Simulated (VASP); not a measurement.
# CdO (Monteponite) (Fm-3m) in VASP: a series of runs

Aim: see how the results for CdO (Monteponite) move with the level of theory and the settings. Levels: LDA, PBE, PBEsol. Tasks: relaxation of cell and atoms.

Program: VASP 6.6.1. These are calculated values, not measurements. Logs are shortened: lines on timing, memory, paths and dates and some standing lists are left out, and cuts for length are marked.

## (1) The structure

It takes space group Fm-3m (No. 225, cubic). Conventional cell: a = 4.652 Å, b = 4.652 Å, c = 4.652 Å, α = 90.00°, β = 90.00°, γ = 90.00°. Around Cd (site symmetry m-3m) lie 6 O at 2.33 Å. O (site symmetry m-3m) has 6 Cd at 2.33 Å as nearest neighbours.

## (2) Relaxation of cell and atoms, LDA

Contents of INCAR:

```
SYSTEM = CdO
ALGO = Normal
EDIFF = 1E-7
EDIFFG = -0.005
ENCUT = 600
GGA = CA
IBRION = 2
ISIF = 3
ISMEAR = 0
LASPH = .TRUE.
LCHARG = .FALSE.
LREAL = .FALSE.
LWAVE = .FALSE.
NELM = 80
NSW = 90
PREC = Accurate
SIGMA = 0.03
```

Contents of KPOINTS:

```
k-points
0
G
  12 12 12
  0 0 0
```

Contents of POSCAR:

```
CdO                                     
1.0
    0.0000000000      2.3260827744      2.3260827744
    2.3260827744      0.0000000000      2.3260827744
    2.3260827744      2.3260827744     -0.0000000000
  Cd              O             
     1     1
Direct
     0.0000000000000000    0.0000000000000000    0.0000000000000000
     0.5000000000000000    0.5000000000000000    0.5000000000000000
```

Potentials or basis: VASP PAW LDA potentials, release 64 (Cd, O).

Started as:

```sh
> cat potpaw_LDA.64/Cd/POTCAR potpaw_LDA.64/O/POTCAR > POTCAR
> mpirun -np 1 vasp_std > vasp.out
```

OUTCAR:

```text
SYSTEM = CdO
   EDIFF = 1E-7
   EDIFFG = -0.005
   ENCUT = 600
   GGA = CA
   IBRION = 2
   ISIF = 3
   ISMEAR = 0
   LASPH = .TRUE.
   LREAL = .FALSE.
   NELM = 80
   NSW = 90
   PREC = Accurate

 ion  position               nearest neighbor table
   1  0.000  0.000  0.000-   2 2.33   2 2.33   2 2.33   2 2.33   2 2.33   2 2.33
   2  0.500  0.500  0.500-   1 2.33   1 2.33   1 2.33   1 2.33   1 2.33   1 2.33

  LATTYP: Found a face centered cubic cell.
 ALAT       =     4.6521655488

  Lattice vectors:

 A1 = (   0.0000000000,   2.3260827744,   2.3260827744)
 A2 = (   2.3260827744,   0.0000000000,   2.3260827744)
 A3 = (   2.3260827744,   2.3260827744,   0.0000000000)

Analysis of symmetry for initial positions (statically):
=====================================================================
 Subroutine PRICEL returns:
 Original cell was already a primitive cell.

 Routine SETGRP: Setting up the symmetry group for a
 face centered cubic supercell.

 Subroutine GETGRP returns: Found 48 space group operations
 (whereof 48 operations were pure point group operations)
 out of a pool of 48 trial point group operations.

The static configuration has the point symmetry O_h .

Analysis of symmetry for dynamics (positions and initial velocities):
=====================================================================
 Subroutine PRICEL returns:
 Original cell was already a primitive cell.

 Routine SETGRP: Setting up the symmetry group for a
 face centered cubic supercell.

 Subroutine GETGRP returns: Found 48 space group operations
 (whereof 48 operations were pure point group operations)
 out of a pool of 48 trial point group operations.

The dynamic configuration has the point symmetry O_h .

 Subroutine INISYM returns: Found 48 space group operations
 (whereof 48 operations are pure point group operations),
 and found     1 'primitive' translations

----------------------------------------------------------------------------------------

                                     Primitive cell

  volume of cell :      25.1713

  direct lattice vectors                    reciprocal lattice vectors
     0.000000000  2.326082774  2.326082774    -0.214953657  0.214953657  0.214953657
     2.326082774  0.000000000  2.326082774     0.214953657 -0.214953657  0.214953657
     2.326082774  2.326082774  0.000000000     0.214953657  0.214953657 -0.214953657

  length of vectors
     3.289577807  3.289577807  3.289577807     0.372310656  0.372310656  0.372310656

  position of ions in fractional coordinates (direct lattice)
     0.000000000  0.000000000  0.000000000
     0.500000000  0.500000000  0.500000000

  ion indices of the primitive-cell ions
   primitive index   ion index
                 1           1
                 2           2

----------------------------------------------------------------------------------------

 KPOINTS: k-points

Automatic generation of k-mesh.
 Grid dimensions read from file:
 generate k-points for:   12   12   12

 Generating k-lattice:

  Cartesian coordinates                     Fractional coordinates (reciprocal lattice)
    -0.017912805  0.017912805  0.017912805     0.083333333  0.000000000  0.000000000
     0.017912805 -0.017912805  0.017912805     0.000000000  0.083333333  0.000000000
     0.017912805  0.017912805 -0.017912805     0.000000000  0.000000000  0.083333333

  Length of vectors
     0.031025888  0.031025888  0.031025888

  Shift w.r.t. Gamma in fractional coordinates (k-lattice)
     0.000000000  0.000000000  0.000000000

 Subroutine IBZKPT returns following result:
 ===========================================

 Found     72 irreducible k-points:

 Following reciprocal coordinates:
            Coordinates               Weight
  0.000000  0.000000  0.000000      1.000000
  0.083333  0.000000  0.000000      8.000000
  0.166667  0.000000  0.000000      8.000000
  0.250000  0.000000  0.000000      8.000000
  0.333333  0.000000  0.000000      8.000000
  0.416667  0.000000  0.000000      8.000000
[... 16 lines left out ...]
  0.500000  0.166667  0.000000     24.000000
 -0.416667  0.166667  0.000000     24.000000
 [... further k-points ...]
   k-points           NKPTS =     72   k-points in BZ     NKDIM =     72   number of bands    NBANDS=     13
   number of dos      NEDOS =    301   number of ions     NIONS =      2
   total plane-waves  NPLWV =  21952
   dimension x,y,z NGX =    28 NGY =   28 NGZ =   28
   dimension x,y,z NGXF=    56 NGYF=   56 NGZF=   56
   ions per type =               1   1
   NGX,Y,Z   is equivalent  to a cutoff of  14.15, 14.15, 14.15 a.u.
   NGXF,Y,Z  is equivalent  to a cutoff of  28.30, 28.30, 28.30 a.u.
 SYSTEM =  CdO
   PREC   = accura    normal or accurate (medium, high low for compatibility)
   ISTART =      0    job   : 0-new  1-cont  2-samecut
   ICHARG =      2    charge: 1-file 2-atom 10-const
   ISPIN  =      1    spin polarized calculation?
   LNONCOLLINEAR =      F non collinear calculations
   LSORBIT =      F    spin-orbit coupling
   LASPH  =      T    aspherical Exc in radial PAW
   ENCUT  =  600.0 eV  44.10 Ry    6.64 a.u.   6.57  6.57  6.57*2*pi/ulx,y,z
   NELM   =     80;   NELMIN=  2; NELMDL= -5     # of ELM steps
   EDIFF  = 0.1E-06   stopping-criterion for ELM
   LREAL  =      F    real-space projection
   EDIFFG = -.5E-02   stopping-criterion for IOM
   NSW    =     90    number of steps for IOM
   IBRION =      2    ionic relax: 0-MD 1-quasi-New 2-CG
   NFREE  =      1    steps in history (QN), initial steepest desc. (CG)
   ISIF   =      3    stress and relaxation
   ISYM   =      2    0-nonsym 1-usesym 2-fastsym
   POTIM  = 0.5000    time-step for ionic-motion
   TEBEG  =    0.0;   TEEND  =   0.0 temperature during run
   PSTRESS=    0.0 pullay stress
   NELECT =      18.0000    total number of electrons
   NUPDOWN=      -1.0000    fix difference up-down
   EMIN   =  10.00;   EMAX   =-10.00  energy-range for DOS
   EFERMI =   0.00;   METHOD = LEGACY
   ISMEAR =     0;   SIGMA  =   0.03  broadening in eV -4-tet -1-fermi 0-gaus
   EFERMI_NEDOS =   21; number of points for ismear=-14 and -15
   IALGO  =     38    algorithm
   IMIX   =      4    mixing-type and parameters
     AMIX     =   0.40;   BMIX     =  1.00
     AMIX_MAG =   1.60;   BMIX_MAG =  1.00
  volume/ion in A,a.u.               =      12.59        84.93
  Fermi-wavevector in a.u.,A,eV,Ry     =   1.463964  2.766491 29.159892  2.143192
  Thomas-Fermi vector in A             =   2.579997
   LORBIT       =      0    0 simple, 1 ext, 2 COOP (PROOUT), +10 PAW based schemes
   GGA     = CA    functional components
   LHFCALC =     F    Hartree Fock is set to
   AEXX    =    0.0000 exact exchange contribution
   IVDW    =     0    specifies the selected vdW correction
   LEPSILON=     F    determine dielectric tensor
   LRPA    =     F    only Hartree local field effects (RPA)
 conjugate gradient relaxation of ions
 non-spin polarized calculation
 Gauss-broadening in eV      SIGMA  =   0.03
  energy-cutoff  :      600.00
  volume of cell :       25.17
 maximum number of plane-waves:       869
 NGX is ok and might be reduce to    28
   NGX = 13   NGY = 13   NGZ = 13

 number of electron      18.0000003 magnetization

 Free energy of the ion-electron system (eV)
  ---------------------------------------------------
  ext. energy  EPLUGINS =         0.00000000
  ---------------------------------------------------
  free energy    TOTEN  =        -9.34217869 eV

  energy without entropy =       -9.34213382  energy(sigma->0) =       -9.34215626

 E-fermi :   2.1141     XC(G=0): -12.3649

 val. band max:        2.0883683934   @ k =   0.5000   0.0000   0.0000
 cond. band min:       2.4300806575   @ k =   0.0833   0.0000   0.0000
 fundamental gap:      0.3417122641
 Fermi energy:         2.1141464890

 k-point     1 :       0.0000    0.0000    0.0000
  band No.  band energies     occupation
      1     -15.2747      2.00000
      2      -4.6585      2.00000
      3      -4.6585      2.00000
      4      -4.6585      2.00000
      5      -4.3350      2.00000
      6      -4.3350      2.00000
      7       0.5928      2.00000
      8       0.5928      2.00000
      9       0.5928      2.00000
     10       1.6348      2.00000
     11      16.9268      0.00000
     12      19.1679      0.00000
     13      19.1679      0.00000

 k-point     2 :       0.0833    0.0000    0.0000
  band No.  band energies     occupation
      1     -15.2197      2.00000
      2      -4.6916      2.00000
      3      -4.6436      2.00000
      4      -4.6436      2.00000
      5      -4.3933      2.00000
      6      -4.3933      2.00000
      7      -0.1043      2.00000
      8       0.7037      2.00000
      9       0.7037      2.00000
     10       2.4301      0.00000
     11      16.0402      0.00000
     12      18.5487      0.00000
     13      18.5501      0.00000

 k-point     3 :       0.1667    0.0000    0.0000
  band No.  band energies     occupation
      1     -15.0655      2.00000
      2      -4.8120      2.00000
      3      -4.7094      2.00000
      4      -4.7094      2.00000
      5      -4.4303      2.00000
      6      -4.4303      2.00000
      7      -0.9522      2.00000
      8       0.9944      2.00000
      9       0.9944      2.00000
     10       3.5875      0.00000
     11      14.1531      0.00000
     12      17.2864      0.00000
     13      17.2864      0.00000
[... 305 lines left out ...]
 k-point    23 :       0.5000    0.1667    0.0000
  band No.  band energies     occupation
      1     -14.4038      2.00000
      2      -5.4696      2.00000
      3      -5.1471      2.00000
      4      -5.0912      2.00000
      5      -4.1343      2.00000
      6      -4.0135      2.00000
      7      -1.7926      2.00000
      8       1.0632      2.00000
      9       1.4963      2.00000
     10       7.4230      0.00000
     11       9.3354      0.00000
     12      12.5175      0.00000
     13      14.4123      0.00000

 k-point    24 :      -0.4167    0.1667    0.0000
  band No.  band energies     occupation
      1     -14.3782      2.00000
      2      -5.5427      2.00000
      3      -5.1936      2.00000
      4      -5.0914      2.00000
      5      -4.0742      2.00000
      6      -4.0479      2.00000
      7      -1.7577      2.00000
      8       0.8289      2.00000
      9       1.8223      2.00000
     10       7.6662      0.00000
     11       9.1021      0.00000
     12      12.3327      0.00000
     13      14.3419      0.00000

 [... further k-points ...]
[... 5 lines left out ...]
  --------------------------------------------------------------------------------------
  -------------------------------------------------------------------------------------
  Total       -0.0010048     -0.0010048     -0.0010048     -0.0000000     -0.0000000      0.0000000
  in kB       -0.0639558     -0.0639558     -0.0639558     -0.0000000     -0.0000000      0.0000000
  external PRESSURE =      -0.0639558 kB  Pullay stress =       0.0000000 kB

 VOLUME and BASIS-vectors are now :
 -----------------------------------------------------------------------------
  energy-cutoff  :      600.00
  volume of cell :       25.17
      direct lattice vectors                 reciprocal lattice vectors
     0.000000000  2.326082774  2.326082774    -0.214953657  0.214953657  0.214953657
     2.326082774  0.000000000  2.326082774     0.214953657 -0.214953657  0.214953657
     2.326082774  2.326082774  0.000000000     0.214953657  0.214953657 -0.214953657

 POSITION                                       TOTAL-FORCE (eV/Angst)
 -----------------------------------------------------------------------------------
      0.00000      0.00000      0.00000         0.000000      0.000000      0.000000
      2.32608      2.32608      2.32608        -0.000000     -0.000000     -0.000000
 -----------------------------------------------------------------------------------
    total drift:                                0.000000      0.000000      0.000000

  FREE ENERGIE OF THE ION-ELECTRON SYSTEM (eV)
  ---------------------------------------------------
  free  energy   TOTEN  =        -9.3421786916 eV

  energy  without entropy=       -9.3421338195  energy(sigma->0) =       -9.34215626

 reached required accuracy - stopping structural energy minimisation
```

Wall time 45 s (1 thread of Intel Xeon Platinum 8375C at 2.90GHz (Ice Lake), shared host); peak memory 0.16 GiB.

What came out:

| Item | Value |
| --- | --- |
| Free energy | -9.3422 eV |
| Pressure after relaxing | 0.0 GPa |
| Band gap on the k mesh | none (metal or under the smearing width) |

Final structure:
```
Cd O
1.0
     0.00000    2.32608    2.32608
     2.32608    0.00000    2.32608
     2.32608    2.32608    0.00000
Cd O
1 1
Direct
  0.00000 0.00000 0.00000
  0.50000 0.50000 0.50000
```

Levels at points of the mesh, in eV from the Fermi level:
```
           k point  band 5  band 6  band 7  band 8  band 9  band 10  band 11  band 12  band 13
(0.00, 0.00, 0.00)   -6.45   -6.45   -1.52   -1.52   -1.52    -0.48    14.81    17.05    17.05
(0.50, 0.00, 0.00)   -6.16   -6.16   -3.95   -0.03   -0.03     4.27     7.34    11.81    11.81
(0.50, 0.50, 0.00)   -6.00   -5.62   -4.69   -2.55   -2.55     3.75     8.49    11.18    13.34
```

Caveat: the relaxation stopped at its first step, so nothing moved; this crystal is a semiconductor, whose small gap the functional closes, so the metal is an error of the method.

## (3) Relaxation of cell and atoms, PBE

This run uses another cell than the first one, of 12.97 Å³/atom, 1.031 times its volume.

Contents of INCAR:

```
SYSTEM = CdO
ALGO     = Normal         ! electronic algorithm
EDIFF    = 1E-6           ! SCF threshold, eV
EDIFFG   = -0.01          ! ionic threshold
ENCUT    = 300            ! plane-wave cutoff, eV
GGA      = PE             ! functional
IBRION   = 2              ! ionic algorithm
ISIF     = 3              ! what is computed and relaxed
ISMEAR   = 0              ! smearing method
LASPH    = .TRUE.         ! aspherical terms in the spheres
LCHARG   = .FALSE.        ! write CHGCAR
LREAL    = .FALSE.        ! projectors in reciprocal space
LWAVE    = .FALSE.        ! write WAVECAR
NELM     = 80             ! most SCF steps
NSW      = 90             ! ionic steps
PREC     = Accurate       ! precision mode
SIGMA    = 0.03           ! smearing width, eV
```

Contents of KPOINTS:

```
k-points
0
G
  6 6 6
  0 0 0
```

Contents of POSCAR:

```
CdO
1.0
    0.0000000000      2.3495000000      2.3495000000
    2.3495000000      0.0000000000      2.3495000000
    2.3495000000      2.3495000000      0.0000000000
Cd O
1 1
Direct
    0.0000000000      0.0000000000      0.0000000000
    0.5000000000      0.5000000000      0.5000000000
```

Potentials or basis: VASP PAW PBE potentials, release 64 (Cd, O_s).

Started as:

```sh
> cat potpaw_PBE.64/Cd/POTCAR potpaw_PBE.64/O_s/POTCAR > POTCAR
> mpirun -np 1 vasp_std > vasp.out
```

It took 9.3 s on 1 thread of Intel Xeon Platinum 8488C (Sapphire Rapids), shared host; peak memory 0.12 GiB.

These settings aren't checked as converged: the numbers below hold their error.

What came out:

| Item | Value |
| --- | --- |
| Free energy | -7.7070 eV |
| Relaxed volume | 13.49 Å³/atom |
| Relaxed cell | a = 3.366 Å, b = 3.366 Å, c = 3.366 Å, α = 60.00°, β = 60.00°, γ = 60.00° |
| Space group after relaxing (to 0.05 Å) | Fm-3m (No. 225) |
| Energy gained by relaxing | 10.1 meV/atom |
| Ionic steps | 3 |
| Band gap on the k mesh | none (metal or under the smearing width) |

Caveat: the k mesh is coarse (spacing up to 0.39 Å⁻¹), so the values aren't converged; the cutoff is under 1.25 times the usual one of these potentials, so pressure, stress and relaxed cells hold a basis-set (Pulay) error; this crystal is a semiconductor, whose small gap the functional closes, so the metal is an error of the method.

## (4) Relaxation of cell and atoms, PBE

This run uses another cell than the first one, of 13.49 Å³/atom, 1.072 times its volume.

INCAR, as its differences from that of step 3:

```diff
@@ -2,4 +2,4 @@
 ALGO     = Normal         ! electronic algorithm
-EDIFF    = 1E-6           ! SCF threshold, eV
-EDIFFG   = -0.01          ! ionic threshold
+EDIFF    = 1E-7           ! SCF threshold, eV
+EDIFFG   = -0.005         ! ionic threshold
 ENCUT    = 300            ! plane-wave cutoff, eV
```

KPOINTS is that of step 3.

Contents of POSCAR:

```
CdO                                     
1.0
    0.0000000000      2.3802841108      2.3802841108
    2.3802841108      0.0000000000      2.3802841108
    2.3802841108      2.3802841108     -0.0000000000
  Cd              O             
     1     1
Direct
     0.0000000000000000    0.0000000000000000    0.0000000000000000
     0.5000000000000000    0.5000000000000000    0.5000000000000000
```

Started as:

```sh
> cat potpaw_PBE.64/Cd/POTCAR potpaw_PBE.64/O_s/POTCAR > POTCAR
> mpirun -np 1 vasp_std > vasp.out
```

Wall time 9.6 s (1 thread of Intel Xeon Platinum 8488C (Sapphire Rapids), shared host); peak memory 0.12 GiB.

The run converged, but some of its settings lie outside the range that counts as converged, so its numbers aren't taken as properties of the crystal.

Results:

* Free energy: -7.7196 eV
* Relaxed volume: 13.56 Å³/atom
* Relaxed cell: a = 3.372 Å, b = 3.372 Å, c = 3.372 Å, α = 60.00°, β = 60.00°, γ = 60.00°
* Space group after relaxing (to 0.05 Å): Fm-3m (No. 225)
* Energy gained by relaxing: 0.2 meV/atom
* Ionic steps: 3
* Band gap on the k mesh: none (metal or under the smearing width)

Caveat: the k mesh is coarse (spacing up to 0.38 Å⁻¹), so the values aren't converged; the cutoff is under 1.25 times the usual one of these potentials, so pressure, stress and relaxed cells hold a basis-set (Pulay) error; this crystal is a semiconductor, whose small gap the functional closes, so the metal is an error of the method.

## (5) Relaxation of cell and atoms, PBEsol

This run uses another cell than the first one, of 12.97 Å³/atom, 1.031 times its volume.

Contents of INCAR:

```
PREC = Accurate ; ENCUT = 600
EDIFF = 1E-6 ; ISMEAR = 0
SIGMA = 0.03 ; LREAL = F
LASPH = T ; NELM = 80
ALGO = Normal ; ISIF = 3
LWAVE = F ; LCHARG = F
GGA = PS ; IBRION = 2
NSW = 90 ; EDIFFG = -0.01
```

Contents of KPOINTS:

```
Automatic mesh
0
Gamma
  12 12 12
```

Contents of POSCAR:

```
CdO
1.0
    0.0000000000      2.3495000000      2.3495000000
    2.3495000000      0.0000000000      2.3495000000
    2.3495000000      2.3495000000      0.0000000000
Cd O
1 1
Direct
    0.0000000000      0.0000000000      0.0000000000
    0.5000000000      0.5000000000      0.5000000000
```

Potentials or basis: VASP PAW PBE potentials, release 64 (Cd, O).

Started as:

```sh
> cat potpaw_PBE.64/Cd/POTCAR potpaw_PBE.64/O/POTCAR > POTCAR
> mpirun -np 1 vasp_std > vasp.out
```

It took 31 s on 1 thread of Intel Xeon Platinum 8488C (Sapphire Rapids), shared host; peak memory 0.18 GiB.

Results (log left out):

- Free energy: -8.5055 eV
- Relaxed volume: 13.02 Å³/atom
- Relaxed cell: a = 3.327 Å, b = 3.327 Å, c = 3.327 Å, α = 60.00°, β = 60.00°, γ = 60.00°
- Space group after relaxing (to 0.05 Å): Fm-3m (No. 225)
- Energy gained by relaxing: 0.1 meV/atom
- Ionic steps: 3
- Pressure after relaxing: 0.0 GPa
- Band gap on the k mesh: none (metal or under the smearing width)

Step by step:
```csv
step,energy change (eV),largest force (eV/Å),pressure (GPa),volume (Å³)
1,0.0000,0.0000,0.53,25.94
2,-0.0001,0.0000,-0.36,26.10
3,-0.0002,0.0000,0.00,26.04
```

Final structure:
```cif
data_structure
_symmetry_space_group_name_H-M 'P 1'
_symmetry_Int_Tables_number 1
_cell_length_a 3.3268
_cell_length_b 3.3268
_cell_length_c 3.3268
_cell_angle_alpha 60.000
_cell_angle_beta 60.000
_cell_angle_gamma 60.000
_cell_volume 26.04
loop_
_atom_site_label
_atom_site_type_symbol
_atom_site_fract_x
_atom_site_fract_y
_atom_site_fract_z
_atom_site_occupancy
Cd1 Cd 0.00000 0.00000 0.00000 1
O1 O 0.50000 0.50000 0.50000 1
```

Levels at points of the mesh, in eV from the Fermi level:
```csv
k point,band 6,band 7,band 8,band 9,band 10,band 11,band 12,band 13
"(0.00, 0.00, 0.00)",-6.38,-1.37,-1.37,-1.37,-0.57,14.74,16.83,16.83
"(0.50, 0.00, 0.00)",-6.12,-3.85,-0.03,-0.03,4.26,7.19,11.76,11.76
"(0.50, 0.50, 0.00)",-5.67,-4.42,-2.36,-2.36,3.73,8.40,11.02,13.17
```

Caveat: the PAW data sets were made with another functional, which shifts forces and pressure a little; this crystal is a semiconductor, whose small gap the functional closes, so the metal is an error of the method. Zero-point motion and thermal expansion aren't in these numbers.
